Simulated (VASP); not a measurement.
# Ni: relaxation of cell and atoms with LDA

Crystal: Ni.

```
Ni
1.0
     0.00000    1.71171    1.71171
     1.71171    0.00000    1.71171
     1.71171    1.71171    0.00000
Ni
1
Direct
  0.00000 0.00000 0.00000
```

- Program: VASP 6.6.1
- Task: relaxation of cell and atoms
- Functional: LDA
- Potentials or basis: VASP PAW LDA potentials, release 64 (Ni)
- Cutoff: 520 eV
- k mesh: 20 × 20 × 20
- Occupations: gaussian, width 0.1 eV
- Spin: collinear spin, ferromagnetic start
- Starting moments: [0.8] μB
- Further INCAR settings: ALGO = Fast; EDIFF = 1e-07; IBRION = 2; EDIFFG = -0.002; NSW = 80; ISIF = 3

```yaml
Pressure_after_relaxing: 0.0 GPa
Band_gap_on_the_k_mesh: none (metal or under the smearing width)
Net_moment: 0.60 μB per cell
Site_moments: Ni +0.60 μB
Valence_electrons_inside_the_program's_atomic_spheres: Ni 9.48
```

Final structure:
```
Ni
1.0
     0.00000    1.71171    1.71171
     1.71171    0.00000    1.71171
     1.71171    1.71171    0.00000
Ni
1
Direct
  0.00000 0.00000 0.00000
```

Levels at points of the mesh, in eV from the Fermi level:
Spin up:
| k point | band 1 | band 2 | band 3 | band 4 | band 5 | band 6 | band 7 | band 8 | band 9 |
| --- | --- | --- | --- | --- | --- | --- | --- | --- | --- |
| (0.00, 0.00, 0.00) | -9.56 | -2.57 | -2.57 | -2.57 | -1.27 | -1.27 | 24.46 | 28.87 | 28.87 |
| (0.50, 0.00, 0.00) | -5.26 | -2.58 | -2.58 | -0.49 | -0.49 | -0.41 | 6.32 | 22.94 | 26.00 |
| (0.50, 0.50, 0.00) | -5.13 | -4.58 | -0.46 | -0.31 | -0.31 | 2.51 | 10.03 | 15.54 | 15.54 |
Spin down:
| k point | band 1 | band 2 | band 3 | band 4 | band 5 | band 6 | band 7 | band 8 | band 9 |
| --- | --- | --- | --- | --- | --- | --- | --- | --- | --- |
| (0.00, 0.00, 0.00) | -9.51 | -1.96 | -1.96 | -1.96 | -0.71 | -0.71 | 24.45 | 28.92 | 28.92 |
| (0.50, 0.00, 0.00) | -4.88 | -2.03 | -2.03 | -0.37 | 0.16 | 0.16 | 6.71 | 22.92 | 26.12 |
| (0.50, 0.50, 0.00) | -4.77 | -4.08 | 0.13 | 0.39 | 0.39 | 2.56 | 10.32 | 15.62 | 15.62 |

Wall time 25 s on 1 thread of Intel(R) Xeon(R) Platinum 8488C (Sapphire Rapids) (shared host), peak memory 0.15 GiB.

Caveat: the relaxation stopped at its first step, so nothing moved.
